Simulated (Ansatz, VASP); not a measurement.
Given: the input of a run of VASP 6.6.1 on Ga.

Contents of INCAR:

```
SYSTEM = Ga
PREC = Accurate ; ENCUT = 520
EDIFF = 1E-6 ; ISMEAR = -1
SIGMA = 0.05 ; LREAL = .False.
LASPH = .True. ; NELM = 100
ALGO = Normal ; ISIF = 2
LWAVE = .False. ; LCHARG = .False.
NBANDS = 20
```

KPOINTS

```
regular mesh
0
Gamma
  10 10 8
  0 0 0
```

File POSCAR:

```
Ga
1.0
    1.4203998576     -3.9820175319      0.0000000000
    1.4203998576      3.9820175319      0.0000000000
    0.0000000000      0.0000000000      3.1052879646
Ga
2
Direct
    0.1330000000      0.8670000000      0.7500000000
    0.8670000000      0.1330000000      0.2500000000
```

Potentials or basis: VASP PAW LDA potentials, release 64 (Ga_d).

Command:

```bash
$ cat potpaw_LDA.64/Ga_d/POTCAR > POTCAR
$ mpirun -np 1 vasp_std > vasp.out
```

Question: Translate it to Ansatz 0.2.0. Potentials there: all-electron LAPW, scalar-relativistic.

Answer: As run (the cutoff follows the program's own potentials):

input.yaml

```yaml
crystal:
  lattice:
    - [1.4203998576, -3.9820175319, 0.0]
    - [1.4203998576, 3.9820175319, 0.0]
    - [0.0, 0.0, 3.1052879646]
  atoms:
    - { symbol: Ga, position: [0.133, 0.867, 0.75] }
    - { symbol: Ga, position: [0.867, 0.133, 0.25] }
kpoints:
  mp_grid: { grid: [10, 10, 8] }
scf:
  occupations: { method: fermi_dirac, width: 0.05 }
hamiltonian:
  xc: lda
  pseudopotentials: { kind: all_electron, lapw: { basis_error: 0.001 } }
output:
  forces: true
  stress: true
  eigenvalues: true
```

Potentials or basis: all-electron LAPW, scalar-relativistic.

Command:

```console
$ ansatz run input.yaml --threads 1 --pin off --max-ram 3072MiB --backend cpu --events-out ev --progress --plain --runs-dir out
```

Both were run:

|  | VASP | Ansatz | Ansatz less VASP |
| --- | --- | --- | --- |
| gap on the k mesh at the Fermi level (eV) | none | none | - |
| pressure (GPa) | -0.7 | -0.7 | -0.04 |
| largest component of the traceless stress (GPa) | 2.19 | 2.16 | -0.033 |
| rms of the force components (eV/Å) | 0.130 | 0.129 | -0.0016 |

Atom by atom the forces differ by 0.002 eV/Å (rms over components). A gap of «none» marks a metal or a gap that the smearing closes. Ansatz ran all-electron here, so the differences hold the error of VASP's frozen core and of both bases.
